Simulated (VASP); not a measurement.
# TiN (Fm-3m) in VASP: a series of runs

One crystal, TiN, is run at these levels: PBEsol; tasks: relaxation of cell and atoms.

Everything below comes from runs of VASP 6.6.1. Logs are shortened: lines on timing, memory, paths and dates and some standing lists are left out, and cuts for length are marked.

## Step 1: The crystal as given

Symmetry: Fm-3m, No. 225, cubic system. Conventional cell: a = 4.238 Å, b = 4.238 Å, c = 4.238 Å, α = 90.00°, β = 90.00°, γ = 90.00°. Ti (site symmetry m-3m) has 6 N at 2.12 Å as nearest neighbours. N (site symmetry m-3m) is surrounded by 6 Ti at 2.12 Å.

## Step 2: Relaxation of cell and atoms, PBEsol

Input file INCAR:

```
PREC = Accurate
ENCUT = 520
EDIFF = 1E-7
ISMEAR = 0
SIGMA = 0.02
LREAL = F
LASPH = T
NELM = 60
ALGO = Normal
ISIF = 3
LWAVE = F
LCHARG = F
GGA = PS
IBRION = 2
NSW = 80
EDIFFG = -0.002
KPAR = 4
```

Input file KPOINTS:

```
Automatic mesh
0
Gamma
  12 12 12
```

Input file POSCAR:

```
TiN
1.0
    0.0000000000      2.1190000000      2.1190000000
    2.1190000000      0.0000000000      2.1190000000
    2.1190000000      2.1190000000      0.0000000000
Ti N
1 1
Direct
    0.0000000000      0.0000000000      0.0000000000
    0.5000000000      0.5000000000      0.5000000000
```

Potentials or basis: VASP PAW PBE potentials, release 64 (Ti_sv, N).

On the command line:

```sh
$ cat potpaw_PBE.64/Ti_sv/POTCAR potpaw_PBE.64/N/POTCAR > POTCAR
$ mpirun -np 4 vasp_std > vasp.out
```

OUTCAR:

```text
PREC = Accurate
   ENCUT = 520
   EDIFF = 1E-7
   ISMEAR = 0
   LREAL = F
   LASPH = T
   NELM = 60
   ISIF = 3
   GGA = PS
   IBRION = 2
   NSW = 80
   EDIFFG = -0.002

 ion  position               nearest neighbor table
   1  0.000  0.000  0.000-   2 2.12   2 2.12   2 2.12   2 2.12   2 2.12   2 2.12
   2  0.500  0.500  0.500-   1 2.12   1 2.12   1 2.12   1 2.12   1 2.12   1 2.12

  LATTYP: Found a face centered cubic cell.
 ALAT       =     4.2380000000

  Lattice vectors:

 A1 = (   0.0000000000,   2.1190000000,   2.1190000000)
 A2 = (   2.1190000000,   0.0000000000,   2.1190000000)
 A3 = (   2.1190000000,   2.1190000000,   0.0000000000)

Analysis of symmetry for initial positions (statically):
=====================================================================
 Subroutine PRICEL returns:
 Original cell was already a primitive cell.

 Routine SETGRP: Setting up the symmetry group for a
 face centered cubic supercell.

 Subroutine GETGRP returns: Found 48 space group operations
 (whereof 48 operations were pure point group operations)
 out of a pool of 48 trial point group operations.

The static configuration has the point symmetry O_h .

Analysis of symmetry for dynamics (positions and initial velocities):
=====================================================================
 Subroutine PRICEL returns:
 Original cell was already a primitive cell.

 Routine SETGRP: Setting up the symmetry group for a
 face centered cubic supercell.

 Subroutine GETGRP returns: Found 48 space group operations
 (whereof 48 operations were pure point group operations)
 out of a pool of 48 trial point group operations.

The dynamic configuration has the point symmetry O_h .

 Subroutine INISYM returns: Found 48 space group operations
 (whereof 48 operations are pure point group operations),
 and found     1 'primitive' translations

----------------------------------------------------------------------------------------

                                     Primitive cell

  volume of cell :      19.0293

  direct lattice vectors                    reciprocal lattice vectors
     0.000000000  2.119000000  2.119000000    -0.235960359  0.235960359  0.235960359
     2.119000000  0.000000000  2.119000000     0.235960359 -0.235960359  0.235960359
     2.119000000  2.119000000  0.000000000     0.235960359  0.235960359 -0.235960359

  length of vectors
     2.996718539  2.996718539  2.996718539     0.408695330  0.408695330  0.408695330

  position of ions in fractional coordinates (direct lattice)
     0.000000000  0.000000000  0.000000000
     0.500000000  0.500000000  0.500000000

  ion indices of the primitive-cell ions
   primitive index   ion index
                 1           1
                 2           2

----------------------------------------------------------------------------------------

 KPOINTS: Automatic mesh

Automatic generation of k-mesh.
 Grid dimensions read from file:
 generate k-points for:   12   12   12

 Generating k-lattice:

  Cartesian coordinates                     Fractional coordinates (reciprocal lattice)
    -0.019663363  0.019663363  0.019663363     0.083333333  0.000000000  0.000000000
     0.019663363 -0.019663363  0.019663363     0.000000000  0.083333333  0.000000000
     0.019663363  0.019663363 -0.019663363     0.000000000  0.000000000  0.083333333

  Length of vectors
     0.034057944  0.034057944  0.034057944

  Shift w.r.t. Gamma in fractional coordinates (k-lattice)
     0.000000000  0.000000000  0.000000000

 Subroutine IBZKPT returns following result:
 ===========================================

 Found     72 irreducible k-points:

 Following reciprocal coordinates:
            Coordinates               Weight
  0.000000  0.000000  0.000000      1.000000
  0.083333  0.000000  0.000000      8.000000
  0.166667  0.000000  0.000000      8.000000
  0.250000  0.000000  0.000000      8.000000
  0.333333  0.000000  0.000000      8.000000
  0.416667  0.000000  0.000000      8.000000
[... 16 lines left out ...]
  0.500000  0.166667  0.000000     24.000000
 -0.416667  0.166667  0.000000     24.000000
 [... further k-points ...]
   k-points           NKPTS =     72   k-points in BZ     NKDIM =     72   number of bands    NBANDS=     12
   number of dos      NEDOS =    301   number of ions     NIONS =      2
   total plane-waves  NPLWV =  13824
   dimension x,y,z NGX =    24 NGY =   24 NGZ =   24
   dimension x,y,z NGXF=    48 NGYF=   48 NGZF=   48
   ions per type =               1   1
   NGX,Y,Z   is equivalent  to a cutoff of  13.31, 13.31, 13.31 a.u.
   NGXF,Y,Z  is equivalent  to a cutoff of  26.63, 26.63, 26.63 a.u.
 SYSTEM =  unknown system
   PREC   = accura    normal or accurate (medium, high low for compatibility)
   ISTART =      0    job   : 0-new  1-cont  2-samecut
   ICHARG =      2    charge: 1-file 2-atom 10-const
   ISPIN  =      1    spin polarized calculation?
   LNONCOLLINEAR =      F non collinear calculations
   LSORBIT =      F    spin-orbit coupling
   LASPH  =      T    aspherical Exc in radial PAW
   ENCUT  =  520.0 eV  38.22 Ry    6.18 a.u.   5.57  5.57  5.57*2*pi/ulx,y,z
   NELM   =     60;   NELMIN=  2; NELMDL= -5     # of ELM steps
   EDIFF  = 0.1E-06   stopping-criterion for ELM
   LREAL  =      F    real-space projection
   EDIFFG = -.2E-02   stopping-criterion for IOM
   NSW    =     80    number of steps for IOM
   IBRION =      2    ionic relax: 0-MD 1-quasi-New 2-CG
   NFREE  =      1    steps in history (QN), initial steepest desc. (CG)
   ISIF   =      3    stress and relaxation
   ISYM   =      2    0-nonsym 1-usesym 2-fastsym
   POTIM  = 0.5000    time-step for ionic-motion
   TEBEG  =    0.0;   TEEND  =   0.0 temperature during run
   PSTRESS=    0.0 pullay stress
   NELECT =      17.0000    total number of electrons
   NUPDOWN=      -1.0000    fix difference up-down
   EMIN   =  10.00;   EMAX   =-10.00  energy-range for DOS
   EFERMI =   0.00;   METHOD = LEGACY
   ISMEAR =     0;   SIGMA  =   0.02  broadening in eV -4-tet -1-fermi 0-gaus
   EFERMI_NEDOS =   21; number of points for ismear=-14 and -15
   IALGO  =     38    algorithm
   IMIX   =      4    mixing-type and parameters
     AMIX     =   0.40;   BMIX     =  1.00
     AMIX_MAG =   1.60;   BMIX_MAG =  1.00
  volume/ion in A,a.u.               =       9.51        64.21
  Fermi-wavevector in a.u.,A,eV,Ry     =   1.576704  2.979539 33.824024  2.485996
  Thomas-Fermi vector in A             =   2.677497
   LORBIT       =      0    0 simple, 1 ext, 2 COOP (PROOUT), +10 PAW based schemes
   GGA     = PS    functional components
   LHFCALC =     F    Hartree Fock is set to
   AEXX    =    0.0000 exact exchange contribution
   IVDW    =     0    specifies the selected vdW correction
   LEPSILON=     F    determine dielectric tensor
   LRPA    =     F    only Hartree local field effects (RPA)
 conjugate gradient relaxation of ions
 non-spin polarized calculation
 Gauss-broadening in eV      SIGMA  =   0.02
  energy-cutoff  :      520.00
  volume of cell :       19.03
 maximum number of plane-waves:       532
 NGX is ok and might be reduce to    24
   NGX = 11   NGY = 11   NGZ = 11

--------------------------------------- Ionic step        1  -------------------------------------------

 number of electron      17.0000002 magnetization

 Free energy of the ion-electron system (eV)
  ---------------------------------------------------
  ext. energy  EPLUGINS =         0.00000000
  ---------------------------------------------------
  free energy    TOTEN  =       -20.77315840 eV

  energy without entropy =      -20.77275037  energy(sigma->0) =      -20.77295439

------------------------ aborting loop because EDIFF is reached ----------------------------------------

  FORCE on cell =-STRESS in cart. coord.  units (eV):
  Direction    XX          YY          ZZ          XY          YZ          ZX
  --------------------------------------------------------------------------------------
  -------------------------------------------------------------------------------------
  Total       -0.7652868     -0.7652868     -0.7652868      0.0000000      0.0000000     -0.0000000
  in kB      -64.4335358    -64.4335358    -64.4335358      0.0000000      0.0000000     -0.0000000
  external PRESSURE =     -64.4335358 kB  Pullay stress =       0.0000000 kB
[... 165 lines left out ...]
  energy  without entropy=      -20.7814691991  energy(sigma->0) =      -20.78167222

--------------------------------------- Ionic step        6  -------------------------------------------

 number of electron      16.9999999 magnetization

 Free energy of the ion-electron system (eV)
  ---------------------------------------------------
  ext. energy  EPLUGINS =         0.00000000
  ---------------------------------------------------
  free energy    TOTEN  =       -20.78187643 eV

  energy without entropy =      -20.78147039  energy(sigma->0) =      -20.78167341

 E-fermi :  11.5920     XC(G=0): -13.3631

 val. band max:       11.5874331463   @ k =   0.5000   0.2500   0.0833
 cond. band min:      11.5962865771   @ k =   0.1667   0.0000   0.0000
 fundamental gap:      0.0088534308
 Fermi energy:        11.5920097223

 k-point     1 :       0.0000    0.0000    0.0000
  band No.  band energies     occupation
      1     -45.9232      2.00000
      2     -21.9832      2.00000
      3     -21.9832      2.00000
      4     -21.9832      2.00000
      5      -5.5403      2.00000
      6       9.6045      2.00000
      7       9.6045      2.00000
      8       9.6045      2.00000
      9      10.9981      2.00000
     10      10.9981      2.00000
     11      10.9981      2.00000
     12      12.2455      0.00000
[... 331 lines left out ...]
 k-point    24 :      -0.4167    0.1667    0.0000
  band No.  band energies     occupation
      1     -45.8009      2.00000
      2     -22.6272      2.00000
      3     -22.1704      2.00000
      4     -22.0699      2.00000
      5      -3.1533      2.00000
      6       3.9937      2.00000
      7       6.0990      2.00000
      8       6.2493      2.00000
      9      12.9721      0.00000
     10      13.3139      0.00000
     11      13.8553      0.00000
     12      16.3235      0.00000

 [... further k-points ...]
[... 5 lines left out ...]
  --------------------------------------------------------------------------------------
  -------------------------------------------------------------------------------------
  Total       -0.0023704     -0.0023704     -0.0023704     -0.0000000     -0.0000000      0.0000000
  in kB       -0.2041346     -0.2041346     -0.2041346     -0.0000000     -0.0000000      0.0000000
  external PRESSURE =      -0.2041346 kB  Pullay stress =       0.0000000 kB
[... 17 lines left out ...]
  FREE ENERGIE OF THE ION-ELECTRON SYSTEM (eV)
  ---------------------------------------------------
  free  energy   TOTEN  =       -20.7818764260 eV

  energy  without entropy=      -20.7814703871  energy(sigma->0) =      -20.78167341

 reached required accuracy - stopping structural energy minimisation
```

Run time: 28 s. Hardware: 4 MPI ranks of Intel Xeon Platinum 8488C (Sapphire Rapids), shared host; peak memory 0.15 GiB.

Results:

| Item | Value |
| --- | --- |
| Free energy | -20.7819 eV |
| Relaxed volume | 9.30 Å³/atom |
| Relaxed cell | a = 2.974 Å, b = 2.974 Å, c = 2.974 Å, α = 60.00°, β = 60.00°, γ = 60.00° |
| Space group after relaxing (to 0.05 Å) | Fm-3m (No. 225) |
| Energy gained by relaxing | 4.4 meV/atom |
| Ionic steps | 6 |
| Pressure after relaxing | 0.0 GPa |
| Band gap on the k mesh | none (metal or under the smearing width) |

The path:
```
step  energy change (eV)  largest force (eV/Å)  pressure (GPa)  volume (Å³)
   1              0.0000                0.0000           -6.44        19.03
   2              0.0110                0.0000           10.67        17.99
   3             -0.0087                0.0000           -0.06        18.61
   4             -0.0087                0.0000            0.07        18.60
   5             -0.0087                0.0000           -0.08        18.61
   6             -0.0087                0.0000           -0.02        18.60
```

Final structure:
```yaml
crystal:
  lattice:
    - [0.00000, 2.10310, 2.10310]
    - [2.10310, 0.00000, 2.10310]
    - [2.10310, 2.10310, 0.00000]
  atoms:
    - { symbol: Ti, position: [0.00000, 0.00000, 0.00000] }
    - { symbol: N, position: [0.50000, 0.50000, 0.50000] }
```

Caveat: the PAW data sets were made with another functional, which shifts forces and pressure a little.

## Step 3: Relaxation of cell and atoms, PBEsol

This run uses another cell than the first one, of 9.30 Å³/atom, 0.978 times its volume.

INCAR is that of step 2.

KPOINTS is that of step 2.

Input file POSCAR:

```
TiN                                     
1.0
    0.0000000000      2.1031001969      2.1031001969
    2.1031001969      0.0000000000      2.1031001969
    2.1031001969      2.1031001969     -0.0000000000
  Ti              N             
     1     1
Direct
     0.0000000000000000    0.0000000000000000    1.0000000000000000
     0.5000000000000000    0.5000000000000000    0.5000000000000000
```

Potentials or basis: VASP PAW PBE potentials, release 64 (Ti_sv, N).

On the command line:

```sh
$ cat potpaw_PBE.64/Ti_sv/POTCAR potpaw_PBE.64/N/POTCAR > POTCAR
$ mpirun -np 4 vasp_std > vasp.out
```

OUTCAR:

```text
PREC = Accurate
   ENCUT = 520
   EDIFF = 1E-7
   ISMEAR = 0
   LREAL = F
   LASPH = T
   NELM = 60
   ISIF = 3
   GGA = PS
   IBRION = 2
   NSW = 80
   EDIFFG = -0.002

 ion  position               nearest neighbor table
   1  0.000  0.000  0.000-   2 2.10   2 2.10   2 2.10   2 2.10   2 2.10   2 2.10
   2  0.500  0.500  0.500-   1 2.10   1 2.10   1 2.10   1 2.10   1 2.10   1 2.10

  LATTYP: Found a face centered cubic cell.
 ALAT       =     4.2062003938

  Lattice vectors:

 A1 = (   0.0000000000,   2.1031001969,   2.1031001969)
 A2 = (   2.1031001969,   0.0000000000,   2.1031001969)
 A3 = (   2.1031001969,   2.1031001969,   0.0000000000)

Analysis of symmetry for initial positions (statically):
=====================================================================
 Subroutine PRICEL returns:
 Original cell was already a primitive cell.

 Routine SETGRP: Setting up the symmetry group for a
 face centered cubic supercell.

 Subroutine GETGRP returns: Found 48 space group operations
 (whereof 48 operations were pure point group operations)
 out of a pool of 48 trial point group operations.

The static configuration has the point symmetry O_h .

[... 171 lines left out ...]
  band No.  band energies     occupation
      1     -45.9232      2.00000
      2     -21.9831      2.00000
      3     -21.9831      2.00000
      4     -21.9831      2.00000
      5      -5.5406      2.00000
      6       9.6044      2.00000
      7       9.6044      2.00000
      8       9.6044      2.00000
      9      10.9982      2.00000
     10      10.9982      2.00000
     11      10.9982      2.00000
     12      12.2456      0.00000
[... 331 lines left out ...]
 k-point    24 :      -0.4167    0.1667    0.0000
  band No.  band energies     occupation
      1     -45.8010      2.00000
      2     -22.6271      2.00000
      3     -22.1703      2.00000
      4     -22.0697      2.00000
      5      -3.1532      2.00000
      6       3.9935      2.00000
      7       6.0990      2.00000
      8       6.2492      2.00000
      9      12.9721      0.00000
     10      13.3140      0.00000
     11      13.8554      0.00000
     12      16.3236      0.00000

 [... further k-points ...]
[... 5 lines left out ...]
  --------------------------------------------------------------------------------------
  -------------------------------------------------------------------------------------
  Total       -0.0005887     -0.0005887     -0.0005887      0.0000000     -0.0000000      0.0000000
  in kB       -0.0506983     -0.0506983     -0.0506983      0.0000000     -0.0000000      0.0000000
  external PRESSURE =      -0.0506983 kB  Pullay stress =       0.0000000 kB

 VOLUME and BASIS-vectors are now :
 -----------------------------------------------------------------------------
  energy-cutoff  :      520.00
  volume of cell :       18.60
      direct lattice vectors                 reciprocal lattice vectors
     0.000000000  2.103100197  2.103100197    -0.237744260  0.237744260  0.237744260
     2.103100197  0.000000000  2.103100197     0.237744260 -0.237744260  0.237744260
     2.103100197  2.103100197  0.000000000     0.237744260  0.237744260 -0.237744260

 POSITION                                       TOTAL-FORCE (eV/Angst)
 -----------------------------------------------------------------------------------
      0.00000      0.00000      0.00000         0.000000     -0.000000      0.000000
      2.10310      2.10310      2.10310        -0.000000      0.000000     -0.000000
 -----------------------------------------------------------------------------------
    total drift:                                0.000000     -0.000000     -0.000000

  FREE ENERGIE OF THE ION-ELECTRON SYSTEM (eV)
  ---------------------------------------------------
  free  energy   TOTEN  =       -20.7814529079 eV

  energy  without entropy=      -20.7810469209  energy(sigma->0) =      -20.78124991

 reached required accuracy - stopping structural energy minimisation
```

CONTCAR:

```text
TiN
   1.00000000000000
     0.0000000000000000    2.1031001968999998    2.1031001968999998
     2.1031001968999998    0.0000000000000000    2.1031001968999998
     2.1031001968999998    2.1031001968999998    0.0000000000000000
  Ti              N
     1     1
Direct
     0.0000000000000000    0.0000000000000000    0.0000000000000000
     0.5000000000000000    0.5000000000000000    0.5000000000000000

  0.00000000E+00  0.00000000E+00  0.00000000E+00
  0.00000000E+00  0.00000000E+00  0.00000000E+00
```

It took 6.5 s on 4 MPI ranks of Intel Xeon Platinum 8488C (Sapphire Rapids), shared host; peak memory 0.14 GiB.

What came out:

* Free energy: -20.7815 eV
* Pressure after relaxing: 0.0 GPa
* Band gap on the k mesh: none (metal or under the smearing width)

Final structure:
```cif
data_structure
_symmetry_space_group_name_H-M 'P 1'
_symmetry_Int_Tables_number 1
_cell_length_a 2.9742
_cell_length_b 2.9742
_cell_length_c 2.9742
_cell_angle_alpha 60.000
_cell_angle_beta 60.000
_cell_angle_gamma 60.000
_cell_volume 18.60
loop_
_atom_site_label
_atom_site_type_symbol
_atom_site_fract_x
_atom_site_fract_y
_atom_site_fract_z
_atom_site_occupancy
Ti1 Ti 0.00000 0.00000 0.00000 1
N1 N 0.50000 0.50000 0.50000 1
```

Caveat: the relaxation stopped at its first step, so nothing moved; the PAW data sets were made with another functional, which shifts forces and pressure a little.
